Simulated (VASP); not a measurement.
# Ti (P6_3/mmc) in VASP: further runs

Runs on Ti. Level: PBE. Tasks: relaxation of cell and atoms.

All numbers are computed with VASP 6.6.1; they aren't measurements. Logs are shortened: lines on timing, memory, paths and dates and some standing lists are left out, and cuts for length are marked.

### Step 1. Starting point

Symmetry: P6_3/mmc, No. 194, hexagonal system. The conventional cell has a = 2.950 Å, b = 2.950 Å, c = 4.680 Å, α = 90.00°, β = 90.00°, γ = 120.00°. Around Ti (site symmetry -6m2) lie 12 Ti at 2.89 to 2.95 Å.

### Step 2. Relaxation of cell and atoms, PBE

File INCAR:

```
SYSTEM = Ti
PREC = Accurate ; ENCUT = 520
EDIFF = 1E-7 ; ISMEAR = 0
SIGMA = 0.1 ; LREAL = .False.
LASPH = .True. ; NELM = 100
ALGO = Normal ; ISIF = 3
LWAVE = .False. ; LCHARG = .False.
GGA = PE ; IBRION = 2
NSW = 80 ; EDIFFG = -0.002
```

File KPOINTS:

```
Automatic mesh
0
Gamma
  3 3 2
  0 0 0
```

File POSCAR:

```
Ti
1.0
    2.9500000000      0.0000000000      0.0000000000
   -1.4750000000      2.5547749400      0.0000000000
    0.0000000000      0.0000000000      4.6800000000
Ti
2
Direct
    0.3333333300      0.6666666700      0.2500000000
    0.6666666700      0.3333333300      0.7500000000
```

Potentials or basis: VASP PAW PBE potentials, release 64 (Ti_sv).

The run is started by

```console
$ cat potpaw_PBE.64/Ti_sv/POTCAR > POTCAR
$ mpirun -np 1 vasp_std > vasp.out
```

OUTCAR:

```text
SYSTEM = Ti
   PREC = Accurate
   ENCUT = 520
   EDIFF = 1E-7
   ISMEAR = 0
   LREAL = .False.
   LASPH = .True.
   NELM = 100
   ISIF = 3
   GGA = PE
   IBRION = 2
   NSW = 80
   EDIFFG = -0.002

 ion  position               nearest neighbor table
   1  0.333  0.667  0.250-   2 2.89   2 2.89   2 2.89   2 2.89   2 2.89   2 2.89
   2  0.667  0.333  0.750-   1 2.89   1 2.89   1 2.89   1 2.89   1 2.89   1 2.89

  LATTYP: Found a hexagonal cell.
 ALAT       =     2.9500000000
 C/A-ratio  =     1.5864406780

  Lattice vectors:

 A1 = (   2.9500000000,   0.0000000000,   0.0000000000)
 A2 = (  -1.4750000000,   2.5547749400,   0.0000000000)
 A3 = (   0.0000000000,   0.0000000000,   4.6800000000)

Analysis of symmetry for initial positions (statically):
=====================================================================
 Subroutine PRICEL returns:
 Original cell was already a primitive cell.

 Routine SETGRP: Setting up the symmetry group for a
 hexagonal supercell.

 Subroutine GETGRP returns: Found 24 space group operations
 (whereof 12 operations were pure point group operations)
 out of a pool of 24 trial point group operations.

The static configuration has the point symmetry D_3d.
 The point group associated with its full space group is D_6h.

Analysis of symmetry for dynamics (positions and initial velocities):
=====================================================================
 Subroutine PRICEL returns:
 Original cell was already a primitive cell.

 Routine SETGRP: Setting up the symmetry group for a
 hexagonal supercell.

 Subroutine GETGRP returns: Found 24 space group operations
 (whereof 12 operations were pure point group operations)
 out of a pool of 24 trial point group operations.

The dynamic configuration has the point symmetry D_3d.
 The point group associated with its full space group is D_6h.

 Subroutine INISYM returns: Found 24 space group operations
 (whereof 12 operations are pure point group operations),
 and found     1 'primitive' translations

----------------------------------------------------------------------------------------

                                     Primitive cell

  volume of cell :      35.2712

  direct lattice vectors                    reciprocal lattice vectors
     2.950000000  0.000000000  0.000000000     0.338983051  0.195711956  0.000000000
    -1.475000000  2.554774940  0.000000000     0.000000000  0.391423911  0.000000000
     0.000000000  0.000000000  4.680000000     0.000000000  0.000000000  0.213675214

  length of vectors
     2.950000000  2.949999999  4.680000000     0.391423911  0.391423911  0.213675214

  position of ions in fractional coordinates (direct lattice)
     0.333333330  0.666666670  0.250000000
     0.666666670  0.333333330  0.750000000

  ion indices of the primitive-cell ions
   primitive index   ion index
                 1           1
                 2           2

----------------------------------------------------------------------------------------

 KPOINTS: Automatic mesh

Automatic generation of k-mesh.
 Grid dimensions read from file:
 generate k-points for:    3    3    2

 Generating k-lattice:

  Cartesian coordinates                     Fractional coordinates (reciprocal lattice)
     0.112994350  0.065237319  0.000000000     0.333333333 -0.000000000  0.000000000
     0.000000000  0.130474637  0.000000000     0.000000000  0.333333333  0.000000000
     0.000000000  0.000000000  0.106837607     0.000000000  0.000000000  0.500000000

  Length of vectors
     0.130474637  0.130474637  0.106837607

  Shift w.r.t. Gamma in fractional coordinates (k-lattice)
     0.000000000  0.000000000  0.000000000

 Subroutine IBZKPT returns following result:
 ===========================================

 Found      6 irreducible k-points:

 Following reciprocal coordinates:
            Coordinates               Weight
  0.000000  0.000000  0.000000      1.000000
  0.333333 -0.000000  0.000000      6.000000
  0.333333  0.333333  0.000000      2.000000
  0.000000  0.000000  0.500000      1.000000
  0.333333 -0.000000  0.500000      6.000000
  0.333333  0.333333  0.500000      2.000000
   k-points           NKPTS =      6   k-points in BZ     NKDIM =      6   number of bands    NBANDS=     16
   number of dos      NEDOS =    301   number of ions     NIONS =      2
   total plane-waves  NPLWV =  20736
   dimension x,y,z NGX =    24 NGY =   24 NGZ =   36
   dimension x,y,z NGXF=    48 NGYF=   48 NGZF=   72
   ions per type =               2
   NGX,Y,Z   is equivalent  to a cutoff of  13.53, 13.53, 12.79 a.u.
   NGXF,Y,Z  is equivalent  to a cutoff of  27.05, 27.05, 25.58 a.u.
 SYSTEM =  Ti
   PREC   = accura    normal or accurate (medium, high low for compatibility)
   ISTART =      0    job   : 0-new  1-cont  2-samecut
   ICHARG =      2    charge: 1-file 2-atom 10-const
   ISPIN  =      1    spin polarized calculation?
   LNONCOLLINEAR =      F non collinear calculations
   LSORBIT =      F    spin-orbit coupling
   LASPH  =      T    aspherical Exc in radial PAW
   ENCUT  =  520.0 eV  38.22 Ry    6.18 a.u.   5.49  5.49  8.70*2*pi/ulx,y,z
   NELM   =    100;   NELMIN=  2; NELMDL= -5     # of ELM steps
   EDIFF  = 0.1E-06   stopping-criterion for ELM
   LREAL  =      F    real-space projection
   EDIFFG = -.2E-02   stopping-criterion for IOM
   NSW    =     80    number of steps for IOM
   IBRION =      2    ionic relax: 0-MD 1-quasi-New 2-CG
   NFREE  =      1    steps in history (QN), initial steepest desc. (CG)
   ISIF   =      3    stress and relaxation
   ISYM   =      2    0-nonsym 1-usesym 2-fastsym
   POTIM  = 0.5000    time-step for ionic-motion
   TEBEG  =    0.0;   TEEND  =   0.0 temperature during run
   PSTRESS=    0.0 pullay stress
   NELECT =      24.0000    total number of electrons
   NUPDOWN=      -1.0000    fix difference up-down
   EMIN   =  10.00;   EMAX   =-10.00  energy-range for DOS
   EFERMI =   0.00;   METHOD = LEGACY
   ISMEAR =     0;   SIGMA  =   0.10  broadening in eV -4-tet -1-fermi 0-gaus
   EFERMI_NEDOS =   21; number of points for ismear=-14 and -15
   IALGO  =     38    algorithm
   IMIX   =      4    mixing-type and parameters
     AMIX     =   0.40;   BMIX     =  1.00
     AMIX_MAG =   1.60;   BMIX_MAG =  1.00
  volume/ion in A,a.u.               =      17.64       119.01
  Fermi-wavevector in a.u.,A,eV,Ry     =   1.439920  2.721055 28.209912  2.073370
  Thomas-Fermi vector in A             =   2.558722
   LORBIT       =      0    0 simple, 1 ext, 2 COOP (PROOUT), +10 PAW based schemes
   GGA     = PE    functional components
   LHFCALC =     F    Hartree Fock is set to
   AEXX    =    0.0000 exact exchange contribution
   IVDW    =     0    specifies the selected vdW correction
   LEPSILON=     F    determine dielectric tensor
   LRPA    =     F    only Hartree local field effects (RPA)
 conjugate gradient relaxation of ions
 non-spin polarized calculation
 Gauss-broadening in eV      SIGMA  =   0.10
  energy-cutoff  :      520.00
  volume of cell :       35.27
 maximum number of plane-waves:       966
 NGX is ok and might be reduce to    24
   NGX = 11   NGY = 11   NGZ = 17

--------------------------------------- Ionic step        1  -------------------------------------------

 number of electron      24.0000002 magnetization

 Free energy of the ion-electron system (eV)
  ---------------------------------------------------
  ext. energy  EPLUGINS =         0.00000000
  ---------------------------------------------------
  free energy    TOTEN  =       -15.74423404 eV

  energy without entropy =      -15.74171978  energy(sigma->0) =      -15.74297691

------------------------ aborting loop because EDIFF is reached ----------------------------------------

  FORCE on cell =-STRESS in cart. coord.  units (eV):
  Direction    XX          YY          ZZ          XY          YZ          ZX
  --------------------------------------------------------------------------------------
  -------------------------------------------------------------------------------------
  Total       -0.3403592     -0.3403592     -1.1269478      0.0000000      0.0000000     -0.0000000
  in kB      -15.4606452    -15.4606452    -51.1910304      0.0000000      0.0000000     -0.0000000
  external PRESSURE =     -27.3707736 kB  Pullay stress =       0.0000000 kB

 VOLUME and BASIS-vectors are now :
 -----------------------------------------------------------------------------
  energy-cutoff  :      520.00
  volume of cell :       35.27
      direct lattice vectors                 reciprocal lattice vectors
     2.950000000  0.000000000  0.000000000     0.338983051  0.195711956  0.000000000
    -1.475000000  2.554774940  0.000000000     0.000000000  0.391423911  0.000000000
     0.000000000  0.000000000  4.680000000     0.000000000  0.000000000  0.213675214

 POSITION                                       TOTAL-FORCE (eV/Angst)
 -----------------------------------------------------------------------------------
     -0.00000      1.70318      1.17000         0.000000      0.000000      0.000000
      1.47500      0.85159      3.51000         0.000000     -0.000000      0.000000
 -----------------------------------------------------------------------------------
    total drift:                               -0.000009      0.000005     -0.000000

  FREE ENERGIE OF THE ION-ELECTRON SYSTEM (eV)
  ---------------------------------------------------
  free  energy   TOTEN  =       -15.7442340431 eV
[... 53 lines left out ...]
 VOLUME and BASIS-vectors are now :
 -----------------------------------------------------------------------------
  energy-cutoff  :      520.00
  volume of cell :       34.35
      direct lattice vectors                 reciprocal lattice vectors
     2.935337303  0.000000000 -0.000000000     0.340676351  0.196689583  0.000000000
    -1.467668651  2.542076672 -0.000000000     0.000000000  0.393379166  0.000000000
     0.000000000  0.000000000  4.602979921     0.000000000  0.000000000  0.217250568

 POSITION                                       TOTAL-FORCE (eV/Angst)
 -----------------------------------------------------------------------------------
     -0.00000      1.69472      1.15074        -0.000000      0.000000      0.000000
      1.46767      0.84736      3.45223         0.000000      0.000000      0.000000
 -----------------------------------------------------------------------------------
    total drift:                               -0.000009      0.000005     -0.000000

  FREE ENERGIE OF THE ION-ELECTRON SYSTEM (eV)
  ---------------------------------------------------
  free  energy   TOTEN  =       -15.7554040916 eV

  energy  without entropy=      -15.7539841313  energy(sigma->0) =      -15.75469411

--------------------------------------- Ionic step        4  -------------------------------------------

 number of electron      24.0000003 magnetization

 Free energy of the ion-electron system (eV)
  ---------------------------------------------------
  ext. energy  EPLUGINS =         0.00000000
  ---------------------------------------------------
  free energy    TOTEN  =       -15.75577557 eV

  energy without entropy =      -15.75476725  energy(sigma->0) =      -15.75527141

 E-fermi :   8.4085     XC(G=0): -11.5363

 val. band max:        8.2302532728   @ k =   0.3333   0.3333   0.5000
 cond. band min:       8.5691929389   @ k =   0.0000   0.0000   0.5000
 fundamental gap:      0.3389396662
 Fermi energy:         8.4084979399

 k-point     1 :       0.0000    0.0000    0.0000
  band No.  band energies     occupation
      1     -48.4215      2.00000
      2     -48.2723      2.00000
      3     -25.0477      2.00000
      4     -24.3617      2.00000
      5     -24.3617      2.00000
      6     -24.3000      2.00000
[... 8 lines left out ...]
     15       9.7328      0.00000
     16       9.7328      0.00000

 k-point     2 :       0.3333   -0.0000    0.0000
  band No.  band energies     occupation
      1     -48.3377      2.00000
      2     -48.2519      2.00000
      3     -24.8401      2.00000
      4     -24.7090      2.00000
      5     -24.5881      2.00000
      6     -24.4714      2.00000
[... 8 lines left out ...]
     15       9.3056      0.00000
     16      11.0134      0.00000
[... 87 lines left out ...]
 VOLUME and BASIS-vectors are now :
 -----------------------------------------------------------------------------
  energy-cutoff  :      520.00
  volume of cell :       34.44
      direct lattice vectors                 reciprocal lattice vectors
     2.942564611  0.000000000 -0.000000000     0.339839607  0.196206488  0.000000000
    -1.471282306  2.548335704  0.000000000     0.000000000  0.392412977  0.000000000
     0.000000000 -0.000000000  4.593128111     0.000000000  0.000000000  0.217716549

 POSITION                                       TOTAL-FORCE (eV/Angst)
 -----------------------------------------------------------------------------------
     -0.00000      1.69889      1.14828         0.000000     -0.000000      0.000000
      1.47128      0.84945      3.44485        -0.000000      0.000000      0.000000
 -----------------------------------------------------------------------------------
    total drift:                               -0.000009      0.000005     -0.000000

  FREE ENERGIE OF THE ION-ELECTRON SYSTEM (eV)
  ---------------------------------------------------
  free  energy   TOTEN  =       -15.7557755722 eV

  energy  without entropy=      -15.7547672510  energy(sigma->0) =      -15.75527141

 reached required accuracy - stopping structural energy minimisation
```

Run time: 28 s. Hardware: 1 thread of Intel Xeon Platinum 8175M at 2.50GHz (Skylake/Cascade Lake), shared host; peak memory 0.15 GiB.

What came out:

- Free energy: -15.7558 eV
- Relaxed volume: 17.22 Å³/atom
- Relaxed cell: a = 2.943 Å, b = 2.943 Å, c = 4.593 Å, α = 90.00°, β = 90.00°, γ = 120.00°
- Space group after relaxing (to 0.05 Å): P6_3/mmc (No. 194)
- Energy gained by relaxing: 5.8 meV/atom
- Ionic steps: 4
- Pressure after relaxing: 0.0 GPa
- Band gap on the k mesh: none (metal or under the smearing width)

Step by step:
```
step  energy change (eV)  largest force (eV/Å)  pressure (GPa)  volume (Å³)
   1              0.0000                0.0000           -2.74        35.27
   2             -0.0062                0.0000            2.40        33.75
   3             -0.0112                0.0000            0.25        34.35
   4             -0.0115                0.0000            0.00        34.44
```

Final structure:
```
Ti
1.0
     2.94256    0.00000    0.00000
    -1.47128    2.54834    0.00000
     0.00000    0.00000    4.59313
Ti
2
Direct
  0.33333 0.66667 0.25000
  0.66667 0.33333 0.75000
```

Levels at points of the mesh, in eV from the Fermi level:
```csv
k point,band 8,band 9,band 10,band 11,band 12,band 13,band 14,band 15,band 16
"(0.00, 0.00, 0.00)",-32.66,-6.20,-2.67,0.79,0.79,0.95,1.00,1.32,1.32
"(0.00, 0.00, 0.50)",-32.71,-4.30,-4.30,0.16,0.16,0.67,0.67,0.67,0.67
```

Caveat: the k mesh is coarse (spacing up to 0.82 Å⁻¹), so the values aren't converged.

[end of part 1 of 2]
